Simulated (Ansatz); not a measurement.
Base system: ZrO₂ (space group P2_1/c, No. 14).

```xyz
12
Lattice="5.1893 0.0000 0.0000 0.0000 5.2418 0.0000 -0.9034 0.0000 5.3026" Properties=species:S:1:pos:R:3 pbc="T T T"
Zr     1.2409     0.2298     1.1144
Zr     3.4967     2.8507     1.5369
Zr     3.0450     5.0120     4.1882
Zr     0.7892     2.3911     3.7657
O      0.0203     1.7095     1.8571
O      4.7173     4.3304     0.7943
O      4.2656     3.5323     3.4456
O     -0.4314     0.9114     4.5084
O      1.9114     3.9667     2.5202
O      2.8261     1.3458     0.1311
O      2.3744     1.2751     2.7824
O      1.4597     3.8960     5.1715
```

Cartesian axes are those of the cell as printed.

Structures relaxed with PBE (Ansatz, a first-principles code), without spin-orbit coupling, earlier PAW set.

Base:

Simulated powder pattern, Co Kα, λ = 1.79026 Å (kinematic, ideal powder, no thermal factors, no anomalous dispersion; the 10 strongest lines at most, above 2 %, up to 2θ = 90°):

| 2θ (°) | I/Imax (%) | hkl |
|---|---|---|
| 27.79 | 15 | (011) |
| 28.30 | 13 | (110) |
| 32.51 | 100 | (1 1 -1) |
| 36.52 | 68 | (111) |
| 39.46 | 21 | (002) |
| 40.97 | 15 | (200) |
| 47.20 | 13 | (2 1 -1) |
| 57.40 | 19 | (022) |
| 58.55 | 23 | (220) |
| 58.86 | 12 | (1 2 -2) |

After one change:

Simulated powder pattern, Co Kα, λ = 1.79026 Å (kinematic, ideal powder, no thermal factors, no anomalous dispersion; the 10 strongest lines at most, above 2 %, up to 2θ = 90°):

```csv
2θ (°),I/Imax (%)
28.03,14
28.07,15
32.10,100
36.63,67
39.68,15
39.80,19
45.84,13
57.93,24
58.02,17
58.89,12
```

What was done to the base?
A. biaxial strain −0.95 %, plane normal [001], relaxed out of plane
B. uniaxial strain ε_yy = +5.80 %
C. biaxial strain −0.89 %, plane normal [001], relaxed out of plane
D. uniaxial stress, 8 GPa tension along x

D, uniaxial stress, 8 GPa tension along x. Its volume per atom is 12.21 Å³ against 12.02 Å³, and its space group is P2_1/c (No. 14).

Stability under load was not tested beyond the relaxation.
